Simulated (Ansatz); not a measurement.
Crystal: Ca.

```
Ca
1.0
    -2.24000    2.24000    2.24000
     2.24000   -2.24000    2.24000
     2.24000    2.24000   -2.24000
Ca
1
Direct
  0.00000 0.00000 0.00000
```

This isn't the form of Ca at room conditions, which is fcc.

- Program: Ansatz 0.2.0
- Task: relaxation of cell and atoms
- Functional: BLYP
- Potentials or basis: all-electron LAPW, scalar-relativistic
- Basis error allowed: 0.001 eV/atom
- k mesh: 8 × 8 × 8
- Occupations: fermi-dirac, width 0.05 eV
- Spin: no spin polarisation

At the start: volume 44.96 Å³/atom.

**Question.** Where does the relaxation end?

**Answer.** Over 4 steps the energy falls by 7.4 meV/atom and the volume is 42.12 Å³/atom (-6.3 %); space group Im-3m (No. 229, to 0.05 Å).

The path:
| step | energy change (eV) | largest force (eV/Å) | volume (Å³) |
| --- | --- | --- | --- |
| 1 | 0.0000 | 0.0000 | 44.96 |
| 2 | -0.0042 | 0.0000 | 44.00 |
| 3 | -0.0074 | 0.0000 | 42.12 |
| 4 | -0.0074 | 0.0000 | 42.12 |

Final structure:
```
CELL_PARAMETERS angstrom
-2.19192 2.19192 2.19192
2.19192 -2.19192 2.19192
2.19192 2.19192 -2.19192
ATOMIC_POSITIONS crystal
Ca 0.00000 0.00000 0.00000
```
